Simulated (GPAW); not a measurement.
**Sn: single point with PBE**

Crystal: Sn.

```xyz
2
Lattice="-2.9401 2.9401 1.5993 2.9401 -2.9401 1.5993 2.9401 2.9401 -1.5993" Properties=species:S:1:pos:R:3 pbc="T T T"
Sn    0.0000    0.0000    0.0000
Sn    0.0000    2.9401    0.7997
```

```yaml
Program: GPAW 26.7.0
Task: single point
Functional: PBE
Potentials_or_basis: GPAW PAW data sets (gpaw-data 1.2.1)
Cutoff: 600 eV
Basis: pw
k_mesh: 9 × 9 × 9
Occupations: gaussian, width 0.027 eV
Spin: no spin polarisation
```

```
Pressure               : 1.1 GPa
Band gap on the k mesh : none (metal or under the smearing width)
```

Stress tensor (GPa, compression positive):
```
1.23 0.00 0.00
0.00 1.23 0.00
0.00 0.00 0.97
```

Levels at points of the mesh, in eV from the Fermi level:
```tsv
k point	band 11	band 12	band 13	band 14	band 15	band 16	band 17	band 18
(0.00, 0.00, 0.00)	-10.98	-3.68	-1.95	-1.95	3.00	6.11	6.11	6.72
```

Run time: 52 s on 1 thread of Arm Neoverse V2 (shared host), peak memory 0.22 GiB.
